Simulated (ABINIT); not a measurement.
Runs of ABINIT 10.8.3 (patched build) on Te. The structure is trigonal, space group R-3m (No. 166). The conventional cell has a = 4.612 Å, b = 4.612 Å, c = 5.073 Å, α = 90.00°, β = 90.00°, γ = 120.00°. Te (site symmetry -3m) has 6 Te at 3.15 Å as nearest neighbours. This isn't the form of Te at room conditions, which is trigonal, of chains.

| task | level | potentials or basis | cell | k mesh | cutoff (eV) | bands in the sums | broadening (eV) | scissor shift (eV) | tensor components | cell freedom (optcell) | gap on the mesh (eV) | pressure (GPa) |
| --- | --- | --- | --- | --- | --- | --- | --- | --- | --- | --- | --- | --- |
| optical spectrum | LDA | PseudoDojo NC SR LDA v0.4.1 standard | as given | 10 × 10 × 10 | 952 | 20 | 0.1 | 0 | [11, 33] | - | none | (a) |
| single point | LDA | PseudoDojo NC SR LDA v0.4.1 standard | as given | 7 × 7 × 7 | 952 | - | - | - | - | - | none | -1.6 |
| relaxation of cell and atoms | LDA | PseudoDojo NC SR LDA v0.4.1 standard | relaxed | 7 × 7 × 7 | 1088 | - | - | - | - | 2 | none | 0.0 |
| single point | PBEsol | PseudoDojo NC SR PBEsol v0.4 stringent | as given | 7 × 7 × 7 | 1279 | - | - | - | - | - | none | -1.0 |

Alike in all rows: no spin polarisation; smearing fermi-dirac 0.05 eV.

Q: Fill in the values left out.

A: (a) -1.4.

Caveats: the intraband (Drude) term is left out (some runs); spectra need much finer meshes, so this one isn't converged (some runs).

A k mesh can miss the band edges, and the runs leave out spin-orbit coupling on Te.

A gap of «none» marks a metal or a gap under the smearing width.

Not every run made on this cell is shown here.
